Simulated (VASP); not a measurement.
# Sn (P6/mmm) in VASP: notebook

Runs on Sn. Level: RPBE. Tasks: single point.

Everything below comes from runs of VASP 6.6.1. Logs are shortened: lines on timing, memory, paths and dates and some standing lists are left out, and cuts for length are marked.

## (1) Starting point

Symmetry: P6/mmm, No. 191, hexagonal system. The conventional cell has a = 5.465 Å, b = 5.465 Å, c = 3.332 Å, α = 90.00°, β = 90.00°, γ = 120.00°. Around Sn (site symmetry 6/mmm) lie 14 Sn at 3.33 to 3.57 Å. Around Sn (site symmetry -6m2) lie 11 Sn at 3.16 to 3.57 Å.

This isn't the form of Sn at room conditions, which is tetragonal (white tin).

## (2) Single point, RPBE

Input file INCAR:

```
PREC = Accurate
ENCUT = 520
EDIFF = 1E-6
ISMEAR = -1
SIGMA = 0.1
LREAL = F
LASPH = T
NELM = 100
ALGO = Fast
ISIF = 2
LWAVE = F
LCHARG = T
GGA = RP
LELF = T
LVHAR = T
NBANDS = 28
```

Input file KPOINTS:

```
regular mesh
0
Gamma
  9 9 13
```

Input file POSCAR:

```
Sn
1.0
    5.4650922284      0.0000000000      0.0000000000
   -2.7325461142      4.7329087038      0.0000000000
    0.0000000000      0.0000000000      3.3315680657
Sn
3
Direct
    1.0000000000      0.0000000000      0.0000000000
    0.3333333333      0.6666666667      0.5000000000
    0.6666666667      0.3333333333      0.5000000000
```

Potentials or basis: VASP PAW PBE potentials, release 64 (Sn_d).

Started as:

```
$ cat potpaw_PBE.64/Sn_d/POTCAR > POTCAR
$ mpirun -np 1 vasp_std > vasp.out
```

OUTCAR:

```text
PREC = Accurate
   ENCUT = 520
   EDIFF = 1E-6
   ISMEAR = -1
   LREAL = F
   LASPH = T
   NELM = 100
   ISIF = 2
   GGA = RP

 ion  position               nearest neighbor table
   1  0.000  0.000  0.000-   2 3.57   3 3.57   2 3.57   3 3.57   2 3.57   2 3.57   3 3.57   3 3.57
                             3 3.57   3 3.57   2 3.57   2 3.57
   2  0.333  0.667  0.500-   3 3.16   3 3.16   3 3.16   1 3.57   1 3.57   1 3.57   1 3.57   1 3.57
                             1 3.57
   3  0.667  0.333  0.500-   2 3.16   2 3.16   2 3.16   1 3.57   1 3.57   1 3.57   1 3.57   1 3.57
                             1 3.57

  LATTYP: Found a hexagonal cell.
 ALAT       =     5.4650922284
 C/A-ratio  =     0.6096087543

  Lattice vectors:

 A1 = (   5.4650922284,   0.0000000000,   0.0000000000)
 A2 = (  -2.7325461142,   4.7329087038,   0.0000000000)
 A3 = (   0.0000000000,   0.0000000000,   3.3315680657)

Analysis of symmetry for initial positions (statically):
=====================================================================
 Subroutine PRICEL returns:
 Original cell was already a primitive cell.

 Routine SETGRP: Setting up the symmetry group for a
 hexagonal supercell.

 Subroutine GETGRP returns: Found 24 space group operations
 (whereof 24 operations were pure point group operations)
 out of a pool of 24 trial point group operations.

The static configuration has the point symmetry D_6h.

Analysis of symmetry for dynamics (positions and initial velocities):
=====================================================================
 Subroutine PRICEL returns:
 Original cell was already a primitive cell.

 Routine SETGRP: Setting up the symmetry group for a
 hexagonal supercell.

 Subroutine GETGRP returns: Found 24 space group operations
 (whereof 24 operations were pure point group operations)
 out of a pool of 24 trial point group operations.

The dynamic configuration has the point symmetry D_6h.

 Subroutine INISYM returns: Found 24 space group operations
 (whereof 24 operations are pure point group operations),
 and found     1 'primitive' translations

----------------------------------------------------------------------------------------

                                     Primitive cell

  volume of cell :      86.1736

  direct lattice vectors                    reciprocal lattice vectors
[... 87 lines left out ...]
   ENCUT  =  520.0 eV  38.22 Ry    6.18 a.u.  10.16 10.16  6.19*2*pi/ulx,y,z
   NELM   =    100;   NELMIN=  2; NELMDL= -5     # of ELM steps
   EDIFF  = 0.1E-05   stopping-criterion for ELM
   LREAL  =      F    real-space projection
   EDIFFG = 0.1E-04   stopping-criterion for IOM
   NSW    =      0    number of steps for IOM
   IBRION =     -1    ionic relax: 0-MD 1-quasi-New 2-CG
   NFREE  =      0    steps in history (QN), initial steepest desc. (CG)
   ISIF   =      2    stress and relaxation
   ISYM   =      2    0-nonsym 1-usesym 2-fastsym
   POTIM  = 0.5000    time-step for ionic-motion
   TEBEG  =    0.0;   TEEND  =   0.0 temperature during run
   PSTRESS=    0.0 pullay stress
   NELECT =      42.0000    total number of electrons
   NUPDOWN=      -1.0000    fix difference up-down
   EMIN   =  10.00;   EMAX   =-10.00  energy-range for DOS
   EFERMI =   0.00;   METHOD = LEGACY
   ISMEAR =    -1;   SIGMA  =   0.10  broadening in eV -4-tet -1-fermi 0-gaus
   EFERMI_NEDOS =   21; number of points for ismear=-14 and -15
   IALGO  =     68    algorithm
   IMIX   =      4    mixing-type and parameters
     AMIX     =   0.40;   BMIX     =  1.00
     AMIX_MAG =   1.60;   BMIX_MAG =  1.00
  volume/ion in A,a.u.               =      28.72       193.84
  Fermi-wavevector in a.u.,A,eV,Ry     =   1.288348  2.434625 22.583499  1.659840
  Thomas-Fermi vector in A             =   2.420307
   LORBIT       =      0    0 simple, 1 ext, 2 COOP (PROOUT), +10 PAW based schemes
   GGA     = RP    functional components
   LHFCALC =     F    Hartree Fock is set to
   AEXX    =    0.0000 exact exchange contribution
   IVDW    =     0    specifies the selected vdW correction
   LEPSILON=     F    determine dielectric tensor
   LRPA    =     F    only Hartree local field effects (RPA)
 non-spin polarized calculation
 RMM-DIIS sequential band-by-band and
  energy-cutoff  :      520.00
  volume of cell :       86.17
 maximum number of plane-waves:      2352
 NGX is ok and might be reduce to    42
   NGX = 21   NGY = 21   NGZ = 13

 number of electron      42.0000021 magnetization

 Free energy of the ion-electron system (eV)
  ---------------------------------------------------
  ext. energy  EPLUGINS =         0.00000000
  ---------------------------------------------------
  free energy    TOTEN  =       -10.26700071 eV

  energy without entropy =      -10.22212538  energy(sigma->0) =      -10.24456305

 E-fermi :   7.5829     XC(G=0): -10.0218

 val. band max:        7.5798527904   @ k =   0.1111   0.1111   0.1538
 cond. band min:       7.6054943578   @ k =   0.1111  -0.0000   0.3077
 fundamental gap:      0.0256415674
 Fermi energy:         7.5828567063

 k-point     1 :       0.0000    0.0000    0.0000
  band No.  band energies     occupation
      1     -14.1876      2.00000
      2     -14.1265      2.00000
      3     -14.1265      2.00000
      4     -14.0837      2.00000
      5     -14.0837      2.00000
      6     -14.0494      2.00000
[... 733 lines left out ...]
     27      12.6502      0.00000
     28      15.7101      0.00000

 [... further k-points ...]

------------------------ aborting loop because EDIFF is reached ----------------------------------------

  FORCE on cell =-STRESS in cart. coord.  units (eV):
  Direction    XX          YY          ZZ          XY          YZ          ZX
  --------------------------------------------------------------------------------------
  -------------------------------------------------------------------------------------
  Total        0.2636363      0.2636363     -0.6410648      0.0000000      0.0000000     -0.0000000
  in kB        4.9016399      4.9016399    -11.9189547      0.0000000      0.0000000     -0.0000000
  external PRESSURE =      -0.7052250 kB  Pullay stress =       0.0000000 kB

 VOLUME and BASIS-vectors are now :
 -----------------------------------------------------------------------------
  energy-cutoff  :      520.00
  volume of cell :       86.17
      direct lattice vectors                 reciprocal lattice vectors
     5.465092228  0.000000000  0.000000000     0.182979529  0.105643280  0.000000000
    -2.732546114  4.732908704  0.000000000     0.000000000  0.211286560  0.000000000
     0.000000000  0.000000000  3.331568066     0.000000000  0.000000000  0.300158958

 POSITION                                       TOTAL-FORCE (eV/Angst)
 -----------------------------------------------------------------------------------
      0.00000      0.00000      0.00000        -0.000000      0.000000     -0.000000
     -0.00000      3.15527      1.66578        -0.000000      0.000000     -0.000000
      2.73255      1.57764      1.66578         0.000000     -0.000000      0.000000
 -----------------------------------------------------------------------------------
    total drift:                                0.000000      0.000000     -0.000000

  FREE ENERGIE OF THE ION-ELECTRON SYSTEM (eV)
  ---------------------------------------------------
  free  energy   TOTEN  =       -10.2670007106 eV

  energy  without entropy=      -10.2221253797  energy(sigma->0) =      -10.24456305
```

OSZICAR:

```text
N       E                     dE             d eps       ncg     rms          rms(c)
DAV:   1     0.376377815301E+03    0.37638E+03   -0.21499E+04  4720   0.231E+03
DAV:   2     0.353746179818E+02   -0.34100E+03   -0.33590E+03  4716   0.523E+02
DAV:   3    -0.840411075587E+01   -0.43779E+02   -0.43092E+02  5364   0.172E+02
DAV:   4    -0.102330564638E+02   -0.18289E+01   -0.18191E+01  5344   0.377E+01
DAV:   5    -0.102986045995E+02   -0.65548E-01   -0.65544E-01  6348   0.697E+00    0.229E+00
RMM:   6    -0.102724837118E+02    0.26121E-01   -0.47642E-02  5589   0.217E+00    0.132E+00
RMM:   7    -0.102667363798E+02    0.57473E-02   -0.29302E-02  5440   0.160E+00    0.234E-01
RMM:   8    -0.102668189867E+02   -0.82607E-04   -0.45927E-03  6237   0.658E-01    0.625E-02
RMM:   9    -0.102669700679E+02   -0.15108E-03   -0.12780E-03  7225   0.295E-01    0.371E-02
RMM:  10    -0.102669991107E+02   -0.29043E-04   -0.19569E-04  7218   0.111E-01    0.658E-03
RMM:  11    -0.102670003399E+02   -0.12292E-05   -0.44093E-05  6577   0.498E-02    0.307E-03
RMM:  12    -0.102670007106E+02   -0.37070E-06   -0.88665E-06  5426   0.209E-02
   1 F= -.10267001E+02 E0= -.10244563E+02  d E =-.448753E-01
```

Run time: 4.3 min. Hardware: 1 thread of Intel Xeon Platinum 8488C (Sapphire Rapids), shared host; peak memory 0.31 GiB.

What came out:

```
Free energy            : -10.2670 eV
Pressure               : -0.1 GPa
Band gap on the k mesh : none (metal or under the smearing width)
```

Stress tensor (GPa, compression positive):
```
 0.49  0.00  0.00
 0.00  0.49  0.00
 0.00  0.00 -1.19
```

Levels at points of the mesh, in eV from the Fermi level:
```tsv
k point	band 19	band 20	band 21	band 22	band 23	band 24
(0.00, 0.00, 0.00)	-2.43	-2.43	-2.29	-2.29	2.85	6.27
```

Caveat: the PAW data sets were made with another functional, which shifts forces and pressure a little.

## (3) Single point, RPBE

Input file INCAR:

```
ALGO = Fast
EDIFF = 1E-6
ENCUT = 520
GGA = RP
ISIF = 2
ISMEAR = -1
LASPH = T
LCHARG = F
LREAL = F
LWAVE = F
NBANDS = 28
NELM = 100
PREC = Accurate
SIGMA = 0.1
```

Input file KPOINTS:

```
k-points
0
Gamma
  8 8 11
```

POSCAR is that of step 2.

Potentials or basis: VASP PAW PBE potentials, release 64 (Sn_d).

Started as:

```
$ cat potpaw_PBE.64/Sn_d/POTCAR > POTCAR
$ mpirun -np 1 vasp_std > vasp.out
```

OUTCAR:

```text
EDIFF = 1E-6
   ENCUT = 520
   GGA = RP
   ISIF = 2
   ISMEAR = -1
   LASPH = T
   LREAL = F
   NELM = 100
   PREC = Accurate

 ion  position               nearest neighbor table
   1  0.000  0.000  0.000-   2 3.57   3 3.57   2 3.57   3 3.57   2 3.57   2 3.57   3 3.57   3 3.57
                             3 3.57   3 3.57   2 3.57   2 3.57
   2  0.333  0.667  0.500-   3 3.16   3 3.16   3 3.16   1 3.57   1 3.57   1 3.57   1 3.57   1 3.57
                             1 3.57
[... 947 lines left out ...]
  Direction    XX          YY          ZZ          XY          YZ          ZX
  --------------------------------------------------------------------------------------
  -------------------------------------------------------------------------------------
  Total        0.5803479      0.5803479     -0.6472063     -0.0000000      0.0000000      0.0000000
  in kB       10.7900813     10.7900813    -12.0331401     -0.0000000      0.0000000      0.0000000
  external PRESSURE =       3.1823408 kB  Pullay stress =       0.0000000 kB

 VOLUME and BASIS-vectors are now :
 -----------------------------------------------------------------------------
  energy-cutoff  :      520.00
  volume of cell :       86.17
      direct lattice vectors                 reciprocal lattice vectors
     5.465092228  0.000000000  0.000000000     0.182979529  0.105643280  0.000000000
    -2.732546114  4.732908704  0.000000000     0.000000000  0.211286560  0.000000000
     0.000000000  0.000000000  3.331568066     0.000000000  0.000000000  0.300158958

 POSITION                                       TOTAL-FORCE (eV/Angst)
 -----------------------------------------------------------------------------------
      0.00000      0.00000      0.00000         0.000000      0.000000      0.000000
     -0.00000      3.15527      1.66578        -0.000000      0.000000      0.000000
      2.73255      1.57764      1.66578         0.000000     -0.000000     -0.000000
 -----------------------------------------------------------------------------------
    total drift:                                0.000000      0.000000     -0.000000

  FREE ENERGIE OF THE ION-ELECTRON SYSTEM (eV)
  ---------------------------------------------------
  free  energy   TOTEN  =       -10.2346921532 eV

  energy  without entropy=      -10.1729878540  energy(sigma->0) =      -10.20384000
```

OSZICAR:

```text
N       E                     dE             d eps       ncg     rms          rms(c)
DAV:   1     0.375592612073E+03    0.37559E+03   -0.21528E+04  3380   0.229E+03
DAV:   2     0.350795076179E+02   -0.34051E+03   -0.33510E+03  3380   0.527E+02
DAV:   3    -0.842897215194E+01   -0.43508E+02   -0.42971E+02  3820   0.172E+02
DAV:   4    -0.102025239452E+02   -0.17736E+01   -0.17615E+01  3860   0.375E+01
DAV:   5    -0.102663070296E+02   -0.63783E-01   -0.63774E-01  4536   0.688E+00    0.227E+00
RMM:   6    -0.102401392949E+02    0.26168E-01   -0.44370E-02  3980   0.208E+00    0.131E+00
RMM:   7    -0.102344884951E+02    0.56508E-02   -0.27018E-02  3892   0.153E+00    0.244E-01
RMM:   8    -0.102345247808E+02   -0.36286E-04   -0.39052E-03  4353   0.615E-01    0.587E-02
RMM:   9    -0.102346602356E+02   -0.13545E-03   -0.11440E-03  5014   0.294E-01    0.338E-02
RMM:  10    -0.102346891697E+02   -0.28934E-04   -0.22164E-04  5155   0.119E-01    0.877E-03
RMM:  11    -0.102346917753E+02   -0.26056E-05   -0.42359E-05  4763   0.464E-02    0.154E-03
RMM:  12    -0.102346921532E+02   -0.37797E-06   -0.74634E-06  3770   0.195E-02
   1 F= -.10234692E+02 E0= -.10203840E+02  d E =-.617043E-01
```

Wall time 2.5 min (1 thread of Intel Xeon Platinum 8488C (Sapphire Rapids), shared host); peak memory 0.28 GiB.

What came out:

| Quantity | Value |
| --- | --- |
| Free energy | -10.2347 eV |
| Pressure | 0.3 GPa |
| Band gap on the k mesh | none (metal or under the smearing width) |

Caveat: the PAW data sets were made with another functional, which shifts forces and pressure a little.

## (4) Single point, RPBE

This run uses another cell than the first one, of 32.17 Å³/atom, 1.120 times its volume.

Input file INCAR:

```
SYSTEM = Sn
PREC = Accurate
ENCUT = 520
EDIFF = 1E-6
ISMEAR = -1
SIGMA = 0.1
LREAL = .False.
LASPH = .True.
NELM = 80
ALGO = Fast
ISIF = 2
LWAVE = .False.
LCHARG = .True.
GGA = RP
LELF = .True.
LVHAR = .True.
NBANDS = 28
```

Input file KPOINTS:

```
regular mesh
0
Gamma
  8 8 11
  0 0 0
```

Input file POSCAR:

```
Sn
1.0
    5.6754918324      0.0000000000      0.0000000000
   -2.8377459162      4.9151201058      0.0000000000
    0.0000000000      0.0000000000      3.4598295062
Sn
3
Direct
    1.0000000000      0.0000000000      0.0000000000
    0.3333333333      0.6666666667      0.5000000000
    0.6666666667      0.3333333333      0.5000000000
```

Started as:

```
$ cat potpaw_PBE.64/Sn_d/POTCAR > POTCAR
$ mpirun -np 1 vasp_std > vasp.out
```

Run time: 2.9 min. Hardware: 1 thread of Intel Xeon Platinum 8488C (Sapphire Rapids), shared host; peak memory 0.28 GiB.

Results (log left out):

```yaml
Free_energy: -10.1220 eV
Pressure: -3.5 GPa
Band_gap_on_the_k_mesh: none (metal or under the smearing width)
```

Stress tensor (GPa, compression positive):
```
-3.06  0.00  0.00
 0.00 -3.06  0.00
 0.00  0.00 -4.32
```

Levels at points of the mesh, in eV from the Fermi level:
```csv
k point,band 17,band 18,band 19,band 20,band 21,band 22,band 23,band 24,band 25,band 26
"(0.00, 0.00, 0.00)",-5.65,-5.29,-2.05,-2.05,-1.91,-1.91,2.67,6.02,6.59,6.65
"(0.50, 0.00, 0.00)",-8.42,-6.25,-3.66,0.79,0.92,2.45,2.83,3.61,4.19,4.29
```

Caveat: the PAW data sets were made with another functional, which shifts forces and pressure a little.

## (5) The runs side by side

```csv
cell,k mesh,gap on the mesh (eV),pressure (GPa)
"P6/mmm, 28.72 Å³/atom",9 × 9 × 13,none,-0.1
"P6/mmm, 28.72 Å³/atom",8 × 8 × 11,none,0.3
"P6/mmm, 32.17 Å³/atom",8 × 8 × 11,none,-3.5
```

Alike in all rows: task single point; level RPBE; potentials or basis VASP PAW PBE potentials, release 64 (Sn_d); no spin polarisation; cutoff (eV) 520; smearing fermi-dirac 0.1 eV.

Every run on the cell as given and a fine mesh finds a metal.

Caveats: the PAW data sets were made with another functional, which shifts forces and pressure a little.

Absolute energies hang on the potentials; compare differences alone.
